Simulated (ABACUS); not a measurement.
The system is GaN.

```
Ga N
1.0
     3.18000    0.00000    0.00000
    -1.59000    2.75396    0.00000
     0.00000    0.00000    5.16600
Ga N
2 2
Direct
  0.66667 0.33333 0.50000
  0.33333 0.66667 0.00000
  0.66667 0.33333 0.87500
  0.33333 0.66667 0.37500
```

Program: ABACUS 3.10.1. Alike in all runs: task single point; no spin polarisation; cell as given; smearing fermi-dirac 0.05 eV.

**Question.** Order these runs on this cell by their pressure, lowest first.
A. level PBEsol; potentials or basis PseudoDojo NC SR 0.4.1 PBE standard, plane waves; k mesh 8 × 8 × 4; cutoff (eV) 1143; SCF threshold on the density 1e-08; eigensolver dav
B. level rSCAN; potentials or basis SG15 ONCV 1.2 PBE, plane waves; k mesh 6 × 6 × 3; cutoff (eV) 1320; SCF threshold on the density 1e-08; eigensolver dav
C. level PBE; potentials or basis Ansatz NC PBE, DZP LCAO (the cutoffs set its grid); k mesh 9 × 9 × 5; cutoff (eV) 1361; SCF threshold on the density 1e-07; eigensolver genelpa
D. level PBE; potentials or basis PseudoDojo NC SR 0.4.1 PBE standard, plane waves; k mesh 10 × 10 × 5; cutoff (eV) 1143; SCF threshold on the density 1e-08; eigensolver dav

**Answer.** B (-1.8 GPa), A (1.7 GPa), D (7.5 GPa), C (9.7 GPa).

Caveats: the potentials were made for another functional, which shifts forces and pressure (some runs); the atomic orbitals were generated for these runs and aren't a published set (some runs); the basis of atomic orbitals isn't converged, which shifts pressures, moduli and gaps (some runs); there are fewer bands than atomic start orbitals, so a level may be missed at k points of high symmetry (some runs).

Not every run made on this cell is shown here.
